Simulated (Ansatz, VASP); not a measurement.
## Two plane-wave programs on SiC (Moissanite 3C)

The input INCAR:

```
SYSTEM = SiC
PREC = Accurate
ENCUT = 520
EDIFF = 1E-6
ISMEAR = 0
SIGMA = 0.01
LREAL = .FALSE.
LASPH = .TRUE.
NELM = 100
ALGO = Normal
ISIF = 2
LWAVE = .FALSE.
LCHARG = .FALSE.
GGA = PE
NBANDS = 11
```

The input KPOINTS:

```
Automatic mesh
0
G
  3 3 3
  0 0 0
```

The input POSCAR:

```
SiC
1.0
    0.0000000000      2.1790000000      2.1790000000
    2.1790000000      0.0000000000      2.1790000000
    2.1790000000      2.1790000000      0.0000000000
Si C
1 1
Direct
    0.0000000000      0.0000000000      0.0000000000
    0.2500000000      0.2500000000      0.2500000000
```

Input for Ansatz:

```yaml
crystal:
  lattice:
    - [0.0, 2.179, 2.179]
    - [2.179, 0.0, 2.179]
    - [2.179, 2.179, 0.0]
  atoms:
    - { symbol: Si, position: [0.0, 0.0, 0.0] }
    - { symbol: C, position: [0.25, 0.25, 0.25] }
accuracy: medium
kpoints:
  mp_grid:
    grid: [3, 3, 3]
hamiltonian:
  xc: pbe
  pseudopotentials:
    kind: paw
scf:
  mixing:
    algorithm: msr1
    beta: 0.2
    ndim: 4
  occupations:
    method: fixed
  initial_density:
    normalization: cell
output:
  eigenvalues: true
```

Alike in both runs: task single point; functional PBE; k mesh 3 × 3 × 3; no spin polarisation.

|  | VASP | Ansatz |
| --- | --- | --- |
| version | VASP 6.6.1 | Ansatz 0.2.0 |
| potentials or method | VASP PAW PBE potentials, release 64 (Si, C) | plane waves, PAW |
| plane-wave cutoff (eV) | 520 | 420 |
| occupations | gaussian, width 0.01 eV | fixed |
| valence electrons in the cell | 8 | 8 |

```tsv
	VASP	Ansatz	Ansatz less VASP
gap on the k mesh at the Fermi level (eV)	2.50	2.50	+0.001
```

Caveats: the k mesh is coarse (spacing up to 0.83 Å⁻¹), so the values aren't converged; an odd mesh through Γ misses points on the zone boundary, where band edges often lie.
